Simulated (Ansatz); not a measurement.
Cold compression of TiO2 (fluorite type)

```
CELL_PARAMETERS angstrom
0.00000 2.41499 2.41499
2.41499 0.00000 2.41499
2.41499 2.41499 0.00000
ATOMIC_POSITIONS crystal
Ti 0.00000 0.00000 0.00000
O 0.25000 0.25000 0.25000
O 0.75000 0.75000 0.75000
```

The cell comes from a relaxation on PAW files under the same functional, begun from a prototype that needn't be the stable phase.

Its volume is scaled at fixed shape and fractional positions.

Level of theory: DFT with PBE, scalar-relativistic, in Ansatz 0.2.0; a Γ-centred 12×12×12 k mesh, Fermi–Dirac smearing of 0.1 eV, no spin polarisation. LAPW: all electrons, basis error target 1 meV/atom; PAW: frozen-core files, cutoff 420 eV; crystal datasets: all electrons, by PAW datasets that the program makes for each cell; norm-conserving: pseudopotentials, cutoff 1240 eV; PAW (cutoff 250 eV): frozen-core files, cutoff 250 eV.

Energies are extrapolated to zero smearing and count from the unscaled cell; pressure is positive in compression; gaps take the mesh and a band path. No temperature or zero-point motion is included.

| V/V0 | V (Å³/atom) | P LAPW (GPa) | ΔE LAPW (eV/atom) | P PAW − LAPW (GPa) | ΔE PAW − LAPW (meV/atom) | gap (eV) |
| --- | --- | --- | --- | --- | --- | --- |
| 1.00 | 9.39 | 0.09 | 0.000 | -0.10 | 0.0 | ? |
| 0.94 | 8.83 | 17.66 | 0.030 | -0.12 | -0.3 | – |
| 0.88 | 8.26 | 41.8 | ? | -0.10 | -0.7 | – |
| 0.80 | 7.51 | 89.0 | 0.430 | -0.03 | -1.0 | – |
| 0.72 | 6.76 | 162.7 | 1.007 | 0.06 | -0.9 | – |
| 0.62 | 5.82 | 320.4 | 2.376 | 0.13 | -0.4 | 1.19 |

Give the missing entry: row "1.00", column "gap (eV)".

1.12.

What belongs in the row "0.88", column "ΔE LAPW (eV/atom)"?

0.132.

Fit the Vinet equation to the LAPW pressures over the whole range, with residuals weighted by 1/(|P| + 0.03·Pmax).

V0 = 9.39 Å³/atom, B0 = 247 GPa and B0′ = 4.42, and the fit misses no point by more than 0.61 GPa. A fit over so wide a range pins B0 less well than one near rest.

From the table, what is the rise of the enthalpy H = E + pV up to the last row, and how stiff is the crystal between the last two rows?

ΔH = 2.376 eV + (320.4 GPa × 5.82 Å³ − 0.09 GPa × 9.39 Å³) × 0.006242 eV/(GPa·Å³) = 14.01 eV/atom, of which pV makes 83 %. The mean bulk modulus there is −ΔP/Δln V = 1050 GPa.

At the smallest volume, how far do crystal datasets and norm-conserving and PAW (cutoff 250 eV) lie from LAPW in pressure?

crystal datasets: +0.01 GPa; norm-conserving: -0.12 GPa; PAW (cutoff 250 eV): +5.87 GPa, on a LAPW pressure of 320.4 GPa.

How do the Löwdin populations by LAPW change from the unscaled cell to the last row?

Ti 3s 1.97 → 1.92, Ti 3d 2.20 → 2.60, O 2s 1.78 → 1.66 electrons an atom. These are projections on the shells that the free atoms fill; 0.08 e a cell lies outside them at the start and 0.07 e at the end.
